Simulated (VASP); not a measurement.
# Au in VASP: relaxation of the atoms with PBE+D3(BJ)

Aim: the relaxation of the atoms of Au with PBE+D3(BJ).

All numbers are computed with VASP 6.6.1; they aren't measurements. Logs are shortened: lines on timing, memory, paths and dates and some standing lists are left out, and cuts for length are marked.

## 1. The structure

The cell holds a slab with vacuum, 8 atoms: a = 3.913 Å, b = 3.913 Å, c = 29.571 Å, α = 90.00°, β = 90.00°, γ = 90.00°.

The cell was built by a generator and needn't be a form met in nature.

## 2. Relaxation of the atoms, PBE+D3(BJ)

INCAR reads:

```
SYSTEM = Au
ALGO = Fast
DIPOL = 0.5 0.5 0.500
EDIFF = 1E-6
EDIFFG = -0.02
ENCUT = 520
GGA = PE
IBRION = 2
IDIPOL = 3
ISIF = 2
ISMEAR = 1
IVDW = 12
KPAR = 2
LASPH = .TRUE.
LCHARG = .FALSE.
LDIPOL = .TRUE.
LREAL = .FALSE.
LWAVE = .FALSE.
NELM = 120
NSW = 90
PREC = Accurate
SIGMA = 0.1
```

KPOINTS reads:

```
k-points
0
G
  9 9 1
  0 0 0
```

POSCAR reads:

```
Au
1.0
    3.9129900000      0.0000000000      0.0000000000
    0.0000000000      3.9129900000      0.0000000000
    0.0000000000      0.0000000000     29.5706509800
Au
8
Direct
    0.5000000000      0.5000000000      0.3901838300
    0.0000000000      0.0000000000      0.3901838300
    0.0000000000      0.5000000000      0.4633946100
    0.5000000000      0.0000000000      0.4633946100
    0.5000000000      0.5000000000      0.5366053900
    0.0000000000      0.0000000000      0.5366053900
    0.0000000000      0.5000000000      0.6098161700
    0.5000000000      1.0000000000      0.6098161700
```

Potentials or basis: VASP PAW PBE potentials, release 64 (Au).

The run is started by

```
$ cat potpaw_PBE.64/Au/POTCAR > POTCAR
$ mpirun -np 2 vasp_std > vasp.out
```

OUTCAR:

```text
SYSTEM = Au
   EDIFF = 1E-6
   EDIFFG = -0.02
   ENCUT = 520
   GGA = PE
   IBRION = 2
   ISIF = 2
   ISMEAR = 1
   IVDW = 12
   LASPH = .TRUE.
   LREAL = .FALSE.
   NELM = 120
   NSW = 90
   PREC = Accurate
 IVDW          = 12

 ion  position               nearest neighbor table
   1  0.500  0.500  0.390-   2 2.77   2 2.77   2 2.77   2 2.77   4 2.92   4 2.92   3 2.92   3 2.92

   2  0.000  0.000  0.390-   1 2.77   1 2.77   1 2.77   1 2.77   3 2.92   4 2.92   4 2.92   3 2.92

   3  0.000  0.500  0.463-   4 2.77   4 2.77   4 2.77   4 2.77   6 2.92   6 2.92   5 2.92   5 2.92
                             1 2.92   2 2.92   2 2.92   1 2.92
   4  0.500  0.000  0.463-   3 2.77   3 2.77   3 2.77   3 2.77   5 2.92   6 2.92   6 2.92   5 2.92
                             2 2.92   1 2.92   2 2.92   1 2.92
   5  0.500  0.500  0.537-   6 2.77   6 2.77   6 2.77   6 2.77   4 2.92   3 2.92   3 2.92   4 2.92
                             7 2.92   8 2.92   7 2.92   8 2.92
   6  0.000  0.000  0.537-   5 2.77   5 2.77   5 2.77   5 2.77   4 2.92   4 2.92   3 2.92   3 2.92
                             7 2.92   8 2.92   8 2.92   7 2.92
   7  0.000  0.500  0.610-   8 2.77   8 2.77   8 2.77   8 2.77   6 2.92   5 2.92   5 2.92   6 2.92
[... 9 lines left out ...]
 A1 = (   3.9129900000,   0.0000000000,   0.0000000000)
 A2 = (   0.0000000000,   3.9129900000,   0.0000000000)
 A3 = (   0.0000000000,   0.0000000000,  29.5706509800)

Analysis of symmetry for initial positions (statically):
=====================================================================
 Subroutine PRICEL returns following result:

  LATTYP: Found a simple tetragonal cell.
 ALAT       =     2.7669017637
 C/A-ratio  =    10.6872789514

  Lattice vectors:

 A1 = (   1.9564950000,  -1.9564950000,   0.0000000000)
 A2 = (   1.9564950000,   1.9564950000,   0.0000000000)
 A3 = (   0.0000000000,   0.0000000000,  29.5706509800)

   2 primitive cells build up your supercell.

 Routine SETGRP: Setting up the symmetry group for a
 simple tetragonal supercell.

 Subroutine GETGRP returns: Found 16 space group operations
 (whereof  8 operations were pure point group operations)
 out of a pool of 16 trial point group operations.

The static configuration has the point symmetry C_4v.
 The point group associated with its full space group is D_4h.

Analysis of symmetry for dynamics (positions and initial velocities):
=====================================================================
 Subroutine PRICEL returns following result:

  LATTYP: Found a simple tetragonal cell.
 ALAT       =     2.7669017637
 C/A-ratio  =    10.6872789514

  Lattice vectors:

 A1 = (   1.9564950000,  -1.9564950000,   0.0000000000)
 A2 = (   1.9564950000,   1.9564950000,   0.0000000000)
 A3 = (   0.0000000000,   0.0000000000,  29.5706509800)

   2 primitive cells build up your supercell.

 Routine SETGRP: Setting up the symmetry group for a
 simple tetragonal supercell.

 Subroutine GETGRP returns: Found 16 space group operations
 (whereof  8 operations were pure point group operations)
 out of a pool of 16 trial point group operations.

The dynamic configuration has the point symmetry C_4v.
 The point group associated with its full space group is D_4h.

 Subroutine INISYM returns: Found 16 space group operations
 (whereof  8 operations are pure point group operations),
 and found     2 'primitive' translations

----------------------------------------------------------------------------------------

                                     Primitive cell

  volume of cell :     226.3854

  direct lattice vectors                    reciprocal lattice vectors
     1.956495000 -1.956495000  0.000000000     0.255559048 -0.255559048  0.000000000
     1.956495000  1.956495000  0.000000000     0.255559048  0.255559048  0.000000000
     0.000000000  0.000000000 29.570650980     0.000000000  0.000000000  0.033817314

  length of vectors
     2.766901764  2.766901764 29.570650980     0.361415072  0.361415072  0.033817314

  position of ions in fractional coordinates (direct lattice)
     0.000000000  0.000000000  0.390183830
     0.500000000  0.500000000  0.463394610
     0.000000000  0.000000000  0.536605390
     0.500000000  0.500000000  0.609816170

  ion indices of the primitive-cell ions
   primitive index   ion index
                 1           1
                 2           3
                 3           5
                 4           7

----------------------------------------------------------------------------------------

 KPOINTS: k-points

Automatic generation of k-mesh.
 Grid dimensions read from file:
 generate k-points for:    9    9    1

 Generating k-lattice:

  Cartesian coordinates                     Fractional coordinates (reciprocal lattice)
     0.028395450  0.000000000  0.000000000     0.111111111  0.000000000  0.000000000
     0.000000000  0.028395450  0.000000000     0.000000000  0.111111111  0.000000000
     0.000000000  0.000000000  0.033817314     0.000000000  0.000000000  1.000000000

  Length of vectors
     0.028395450  0.028395450  0.033817314

  Shift w.r.t. Gamma in fractional coordinates (k-lattice)
     0.000000000  0.000000000  0.000000000

 Subroutine IBZKPT returns following result:
 ===========================================

 Found     15 irreducible k-points:

 Following reciprocal coordinates:
            Coordinates               Weight
  0.000000  0.000000  0.000000      1.000000
  0.111111  0.000000  0.000000      4.000000
  0.222222  0.000000  0.000000      4.000000
  0.333333  0.000000  0.000000      4.000000
  0.444444  0.000000  0.000000      4.000000
  0.111111  0.111111  0.000000      4.000000
  0.222222  0.111111  0.000000      8.000000
  0.333333  0.111111  0.000000      8.000000
  0.444444  0.111111  0.000000      8.000000
  0.222222  0.222222  0.000000      4.000000
  0.333333  0.222222  0.000000      8.000000
  0.444444  0.222222  0.000000      8.000000
  0.333333  0.333333  0.000000      4.000000
  0.444444  0.333333  0.000000      8.000000
  0.444444  0.444444  0.000000      4.000000
   k-points           NKPTS =     15   k-points in BZ     NKDIM =     15   number of bands    NBANDS=     52
   number of dos      NEDOS =    301   number of ions     NIONS =      8
   total plane-waves  NPLWV = 201600
   dimension x,y,z NGX =    30 NGY =   30 NGZ =  224
   dimension x,y,z NGXF=    60 NGYF=   60 NGZF=  448
   ions per type =               8
   NGX,Y,Z   is equivalent  to a cutoff of  12.75, 12.75, 12.59 a.u.
   NGXF,Y,Z  is equivalent  to a cutoff of  25.49, 25.49, 25.19 a.u.
 SYSTEM =  Au
   PREC   = accura    normal or accurate (medium, high low for compatibility)
   ISTART =      0    job   : 0-new  1-cont  2-samecut
   ICHARG =      2    charge: 1-file 2-atom 10-const
   ISPIN  =      1    spin polarized calculation?
   LNONCOLLINEAR =      F non collinear calculations
   LSORBIT =      F    spin-orbit coupling
   LASPH  =      T    aspherical Exc in radial PAW
   ENCUT  =  520.0 eV  38.22 Ry    6.18 a.u.   7.28  7.28 54.98*2*pi/ulx,y,z
   NELM   =    120;   NELMIN=  2; NELMDL= -5     # of ELM steps
   EDIFF  = 0.1E-05   stopping-criterion for ELM
   LREAL  =      F    real-space projection
   EDIFFG = -.2E-01   stopping-criterion for IOM
   NSW    =     90    number of steps for IOM
   IBRION =      2    ionic relax: 0-MD 1-quasi-New 2-CG
   NFREE  =      1    steps in history (QN), initial steepest desc. (CG)
   ISIF   =      2    stress and relaxation
   ISYM   =      2    0-nonsym 1-usesym 2-fastsym
   POTIM  = 0.5000    time-step for ionic-motion
   TEBEG  =    0.0;   TEEND  =   0.0 temperature during run
   PSTRESS=    0.0 pullay stress
   NELECT =      88.0000    total number of electrons
   NUPDOWN=      -1.0000    fix difference up-down
   EMIN   =  10.00;   EMAX   =-10.00  energy-range for DOS
   EFERMI =   0.00;   METHOD = LEGACY
   ISMEAR =     1;   SIGMA  =   0.10  broadening in eV -4-tet -1-fermi 0-gaus
   EFERMI_NEDOS =   21; number of points for ismear=-14 and -15
   IALGO  =     68    algorithm
   IMIX   =      4    mixing-type and parameters
     AMIX     =   0.40;   BMIX     =  1.00
     AMIX_MAG =   1.60;   BMIX_MAG =  1.00
  volume/ion in A,a.u.               =      56.60       381.93
  Fermi-wavevector in a.u.,A,eV,Ry     =   0.948294  1.792016 12.235192  0.899261
  Thomas-Fermi vector in A             =   2.076469
   LORBIT       =      0    0 simple, 1 ext, 2 COOP (PROOUT), +10 PAW based schemes
   GGA     = PE    functional components
   LHFCALC =     F    Hartree Fock is set to
   AEXX    =    0.0000 exact exchange contribution
   IVDW    =    12    specifies the selected vdW correction
   LEPSILON=     F    determine dielectric tensor
   LRPA    =     F    only Hartree local field effects (RPA)
 conjugate gradient relaxation of ions
 non-spin polarized calculation
 RMM-DIIS sequential band-by-band and
 Methfessel and Paxton  Order N= 1 SIGMA  =   0.10
  energy-cutoff  :      520.00
  volume of cell :      452.77
 maximum number of plane-waves:     12241
 NGX is ok and might be reduce to    30
   NGX = 15   NGY = 15   NGZ =109

--------------------------------------- Ionic step        1  -------------------------------------------

 number of electron      87.9999994 magnetization

 Free energy of the ion-electron system (eV)
  ---------------------------------------------------
  ext. energy  EPLUGINS =         0.00000000
  ---------------------------------------------------
  free energy    TOTEN  =       -23.89030175 eV

  energy without entropy =      -23.89181192  energy(sigma->0) =      -23.89080514

------------------------ aborting loop because EDIFF is reached ----------------------------------------

 Edisp (eV)   -4.01932

 E8    (eV) :    -1.8768
[... 221 lines left out ...]
--------------------------------------- Ionic step        6  -------------------------------------------

 number of electron      88.0000002 magnetization

 dipolmoment           0.000000      0.000000     -0.000000 electrons x Angstroem

------------------------ aborting loop because EDIFF is reached ----------------------------------------

 Edisp (eV)   -3.97317

 E8    (eV) :    -1.8538
[... 37 lines left out ...]
--------------------------------------- Ionic step        7  -------------------------------------------

 number of electron      87.9999999 magnetization

 dipolmoment           0.000000      0.000000      0.000000 electrons x Angstroem

 Free energy of the ion-electron system (eV)
  ---------------------------------------------------
  ext. energy  EPLUGINS =         0.00000000
  ---------------------------------------------------
  free energy    TOTEN  =       -23.96360696 eV

  energy without entropy =      -23.96158666  energy(sigma->0) =      -23.96293353

 E-fermi :  -0.8301     XC(G=0):  -4.3900

 val. band max:       -0.8719312241   @ k =   0.2222   0.0000   0.0000
 cond. band min:      -0.8001800947   @ k =   0.4444   0.3333   0.0000
 fundamental gap:      0.0717511294
 Fermi energy:        -0.8301307004

 k-point     1 :       0.0000    0.0000    0.0000
  band No.  band energies     occupation
      1     -10.1421      2.00000
      2      -8.7670      2.00000
      3      -7.7457      2.00000
      4      -7.5926      2.00000
      5      -7.5369      2.00000
      6      -7.5369      2.00000
[... 814 lines left out ...]
     51       2.2106      0.00000
     52       2.4489      0.00000

------------------------ aborting loop because EDIFF is reached ----------------------------------------

 vacuum level on the upper side and lower side of the slab       (xc-potential included)        -0.023        -0.023

 Edisp (eV)   -3.97026

 E8    (eV) :    -1.8523

  FORCE on cell =-STRESS in cart. coord.  units (eV):
  Direction    XX          YY          ZZ          XY          YZ          ZX
  --------------------------------------------------------------------------------------
  -------------------------------------------------------------------------------------
  Total       1.78494     1.78494    -0.02272     0.00000    -0.00000     0.00000
  in kB       6.31619     6.31619    -0.08041     0.00000    -0.00000     0.00000
  external pressure =        4.18 kB  Pullay stress =        0.00 kB
[... 23 lines left out ...]
  FREE ENERGIE OF THE ION-ELECTRON SYSTEM (eV)
  ---------------------------------------------------
  free  energy   TOTEN  =       -27.9338653264 eV

  energy  without entropy=      -27.9318450241  energy(sigma->0) =      -27.93319189

 reached required accuracy - stopping structural energy minimisation

 vacuum level on the upper side and lower side of the slab         4.347         4.347
```

It took 9.1 min on 2 MPI ranks of Intel Xeon 6975P-C (Granite Rapids), shared host; peak memory 0.64 GiB.

What came out:

```yaml
Free_energy: -27.9339 eV
Energy_gained_by_relaxing: 3.0 meV/atom
Ionic_steps: 7
Largest_force_after_relaxing: 0.009 eV/Å
Band_gap_on_the_k_mesh: none (metal or under the smearing width)
Dispersion_energy_per_atom: -0.496 eV
```

Forces on the atoms (eV/Å):
```
Au   0.000  0.000 -0.005
Au   0.000  0.000 -0.005
Au   0.000  0.000  0.009
Au   0.000  0.000  0.009
Au   0.000  0.000 -0.009
Au   0.000  0.000 -0.009
Au   0.000  0.000  0.005
Au   0.000  0.000  0.005
```

The path:
```tsv
step	energy change (eV)	largest force (eV/Å)	pressure (GPa)
1	0.0000	0.2032	1.12
2	-0.0069	0.1516	1.00
3	-0.0152	0.1642	0.73
4	-0.0213	0.0749	0.61
5	-0.0238	0.0268	0.49
6	-0.0239	0.0270	0.46
7	-0.0242	0.0091	0.42
```

Final structure:
```cif
data_structure
_symmetry_space_group_name_H-M 'P 1'
_symmetry_Int_Tables_number 1
_cell_length_a 3.9130
_cell_length_b 3.9130
_cell_length_c 29.5707
_cell_angle_alpha 90.000
_cell_angle_beta 90.000
_cell_angle_gamma 90.000
_cell_volume 452.77
loop_
_atom_site_label
_atom_site_type_symbol
_atom_site_fract_x
_atom_site_fract_y
_atom_site_fract_z
_atom_site_occupancy
Au1 Au 0.50000 0.50000 0.38811 1
Au2 Au 0.00000 0.00000 0.38811 1
Au3 Au 0.00000 0.50000 0.46280 1
Au4 Au 0.50000 0.00000 0.46280 1
Au5 Au 0.50000 0.50000 0.53720 1
Au6 Au 0.00000 0.00000 0.53720 1
Au7 Au 0.00000 0.50000 0.61189 1
Au8 Au 0.50000 0.00000 0.61189 1
```
